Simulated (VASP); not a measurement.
C: single point with PBE

The system is C.

```
C
1.0
    -1.18651    1.18651    1.18651
     1.18651   -1.18651    1.18651
     1.18651    1.18651   -1.18651
C
1
Cartesian
  0.0000 0.0000 0.0000
```

The cell was built by a generator and needn't be a form met in nature.

```yaml
Program: VASP 6.6.1
Task: single point
Functional: PBE
Potentials_or_basis: VASP PAW PBE potentials, release 64 (C)
Cutoff: 520 eV
k_mesh: 32 × 32 × 32
Occupations: gaussian, width 0.1 eV
Spin: no spin polarisation
Dipole_correction: no
Further_INCAR_settings: ALGO = Normal; EDIFF = 1e-07; NBANDS = 8
```

```json
{
  "Pressure": "0.1 GPa",
  "Band gap on the k mesh": "none (metal or under the smearing width)"
}
```

Levels at points of the mesh, in eV from the Fermi level:
```csv
k point,band 1,band 2,band 3,band 4,band 5,band 6
"(0.00, 0.00, 0.00)",-19.59,9.09,9.09,9.09,33.25,33.25
"(0.50, 0.00, 0.00)",-8.82,-8.57,4.45,7.69,21.69,22.84
"(0.50, 0.50, 0.50)",-1.53,-1.53,-1.53,0.60,12.01,12.01
```

It took 20 s on 1 thread of Intel(R) Xeon(R) Platinum 8488C (Sapphire Rapids), on a shared host, peak memory 0.14 GiB.
